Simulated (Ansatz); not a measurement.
# Ru: the cost of one run

Program: Ansatz 0.2.0. Level of theory: DFT PBEsol, scalar-relativistic, plane waves, PAW. These are calculated values, not measurements.

4 further runs of the same task are left out: 4 set aside as unsound or not needed.

## Step 1: The starting structure

It takes space group Fm-3m (No. 225, cubic). Conventional cell: a = 3.820 Å, b = 3.820 Å, c = 3.820 Å, α = 90.00°, β = 90.00°, γ = 90.00°. Around Os (site symmetry m-3m) lie 12 Os at 2.70 Å.

Structure file:

```cif
data_structure
_symmetry_space_group_name_H-M 'Fm-3m'
_symmetry_Int_Tables_number 225
_cell_length_a 3.8203
_cell_length_b 3.8203
_cell_length_c 3.8203
_cell_angle_alpha 90.000
_cell_angle_beta 90.000
_cell_angle_gamma 90.000
_cell_volume 55.76
loop_
_atom_site_label
_atom_site_type_symbol
_atom_site_symmetry_multiplicity
_atom_site_Wyckoff_symbol
_atom_site_fract_x
_atom_site_fract_y
_atom_site_fract_z
_atom_site_occupancy
Os1 Os 4 a 0.00000 0.00000 0.00000 1
```

It is the result of an earlier relaxation at this level (volume 13.94 Å³/atom; gap on the mesh: none (metal)).

## Step 2: The film's bulk: Ru

Relaxed beforehand at this level: -5816.3814 eV/atom, gap on the mesh none (metal).

```xyz
1
Lattice="0.0000 -1.8844 -1.8844 1.8844 0.0000 -1.8844 1.8844 -1.8844 0.0000" Properties=species:S:1:pos:R:3 pbc="T T T"
Ru    0.0000    0.0000    0.0000
```

Bulk energy of Os, the base, on matching settings, from an earlier run: -11250.9277 eV/atom.

## Step 3: The film's bulk on the base's lattice

The (111) plane of Ru is fitted to the (111) plane of Os, a strain of +1.4 % along x and +1.4 % along y; the third vector and the atoms relax.

input.yaml

```yaml
crystal:
  lattice:
    - [2.7013757187, 0.0, 0.0]
    - [-1.3506878594, 2.3394599976, 0.0]
    - [1.3506878594, 0.7798199992, 2.1408103619]
  atoms:
    - { symbol: Ru, position: [0.0, 0.0, 0.0] }
basis:
  ecutwfc: 420
kpoints:
  mp_grid: { grid: [15, 15, 16] }
hamiltonian:
  xc: pbesol
scf:
  occupations: { method: gaussian, width: 0.1 }
output:
  forces: true
  stress: true
  eigenvalues: true
relax:
  adjacent_minimum: "off"
  f_tol: 0.01
  max_steps: 50
  cell: { fix: [a, b, gamma], stress_tol: 0.1 }
```

On the command line:

```sh
$ ansatz run input.yaml --threads 2 --pin off --max-ram 6144MiB --backend cpu --events-out ev --progress --plain --runs-dir out
```

What time and memory should one allow on 2 threads of an x86-64 CPU, shared host?

About 13 s, with a peak of 0.53 GiB.
